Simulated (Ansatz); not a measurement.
## BaTe, relaxed from a PbO-type start to space group Pm-3m (read at 0.02 Å)

The computed numbers are results of PBE, scalar-relativistic (no spin polarisation) in the plane-wave PAW code Ansatz at 420 eV, 6×6×8 k-mesh, Gaussian smearing of 0.05 eV. The datasets are Ansatz's generated set soft_2.

```
Ba Te
1.0
     6.00144    0.00000    0.00000
     0.00000    6.00144    0.00000
     0.00000    0.00000    4.24363
Ba Te
2 2
Cartesian
  3.0007 0.0000 2.1216
  0.0000 3.0007 2.1220
  0.0000 0.0000 0.0000
  3.0007 3.0007 0.0000
```

This is a trial structure: the heavier alkaline earths' oxides and chalcogenides take the rock-salt structure.

The cell is relaxed to zero pressure at this level.

Elastic constants come from the stress of slightly strained cells with relaxed atoms, in GPa, Voigt order xx, yy, zz, yz, xz, xy in the Cartesian frame of the vectors above. The crystal is cubic, but these axes aren't its cube axes, so the tensor shows more than three constants.

Question: Give the elastic tensor.

Answer: 
```
50.9 36.6  8.0  0.0  0.0  0.0
36.6 50.9  8.0  0.0  0.0  0.0
 8.0  8.0 79.7  0.0  0.0  0.0
 0.0  0.0  0.0  7.1  0.0  0.0
 0.0  0.0  0.0  0.0  7.1  0.0
 0.0  0.0  0.0  0.0  0.0 35.8
```

Question: Is the crystal mechanically stable, and what are its polycrystalline moduli?

Answer: Stable against homogeneous strain: the smallest eigenvalue of the tensor is 7.1 GPa. Hill averages: K = 32 GPa, G = 14.5 GPa, E = 38 GPa, ν = 0.30.

The equation of state, an independent route, gives B0 = 31 GPa, against 32 GPa here.

Run time: 2.9 min on 2 threads of Arm Neoverse V2, on a shared host, peak memory 0.75 GiB.

The equation of state has an unusual shape (B0′ outside 2.8 to 7.5), so B0 is less sure. Scalar-relativistic only: spin–orbit splittings of the heavy atoms' levels are missing.
